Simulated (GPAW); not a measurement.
Set up this calculation in GPAW 26.7.0, as an ASE script.

| Quantity | Value |
| --- | --- |
| Task | dielectric tensor |
| Functional | PBE |
| Potentials or basis | GPAW PAW data sets (gpaw-data 1.2.1) |
| Cutoff | 450 eV |
| Basis | pw |
| k mesh | 6 × 6 × 3 |
| Occupations | fermi-dirac, width 0.001 eV |
| Spin | no spin polarisation |
| Response ecut | 80 eV |
| Maxiter | 150 |
| Response k mesh | 12 × 12 × 6 |
| Response bands | 58 |
| Kernels | ["RPA"] |
| Coarser k mesh | 12 × 12 × 6 |

CdS (Greenockite):

```
Cd S
1.0
     4.15000    0.00000    0.00000
    -2.07500    3.59401    0.00000
     0.00000    0.00000    6.83805
Cd S
2 2
Direct
  0.66667 0.33333 0.50000
  0.33333 0.66667 0.00000
  0.66667 0.33333 0.87500
  0.33333 0.66667 0.37500
```

One way to write it, as run:

run.py

```python
import numpy as np
from ase import Atoms
from ase.dft.bandgap import bandgap
from ase.io import write
from gpaw import GPAW, PW
from gpaw.response.df import DielectricFunction

atoms = Atoms(['Cd', 'Cd', 'S', 'S'],
              cell=[[4.15, 0.0, 0.0],
                    [-2.075, 3.59400543, 0.0],
                    [0.0, 0.0, 6.838055]],
              scaled_positions=[[0.6666666667, 0.3333333333, 0.5],
                                [0.3333333333, 0.6666666667, 0.0],
                                [0.6666666667, 0.3333333333, 0.875],
                                [0.3333333333, 0.6666666667, 0.375]],
              pbc=True)

calc = GPAW(mode=PW(450),
            xc='PBE',
            kpts={'size': (6, 6, 3), 'gamma': True},
            occupations={'name': 'fermi-dirac', 'width': 0.001},
            nbands=31,
            convergence={'density': 1e-06},
            maxiter=150,
            txt='gpaw.txt')
atoms.calc = calc
energy = atoms.get_potential_energy()
calc.write('gs.gpw')
write('result.traj', atoms)
print(f'Energy: {energy:.6f} eV')
print('Fermi level:', round(calc.get_fermi_level(), 4), 'eV')
print(f'Gap: {bandgap(calc)[0]:.4f} eV, direct: {bandgap(calc, direct=True)[0]:.4f} eV')

for size in [(12, 12, 6)]:
    name = 'x'.join(str(n) for n in size)
    dense = calc.fixed_density(kpts={'size': size, 'gamma': True},
                               nbands=64, convergence={'bands': 58, 'eigenstates': 1e-7},
                               update_fermi_level=True, txt=f'dense-{name}.txt')
    dense.write(f'{name}.gpw', mode='all')
    df = DielectricFunction(f'{name}.gpw', frequencies=np.array([0.0]), hilbert=False, eta=0.001,
                            ecut=80, nbands=58, intraband=False, txt=f'df-{name}.txt')
    for xc in ['RPA']:
        for direction in ['x', 'y', 'z', [0, 1, 1], [1, 0, 1], [1, 1, 0]]:
            e0, e = df.get_macroscopic_dielectric_constant(xc=xc, direction=direction)
            print(f'{name} {xc} {direction}: {e0:.4f} without, {e:.4f} with local fields')
```

Potentials or basis: GPAW PAW data sets (gpaw-data 1.2.1), pw.

Run with:

```console
$ OMP_NUM_THREADS=1 python run.py
```

Results of the run:

```json
{"Band gap on the k mesh": "1.12 eV, direct", "Electronic dielectric tensor (diagonal)": "5.67, 5.67, 5.81"}
```

Caveat: the long-wavelength limit can be off by several per cent where d states take part.

It took 12 min on 1 thread of AMD EPYC 7B13 (Zen 3), on a shared host, peak memory 1.1 GiB.
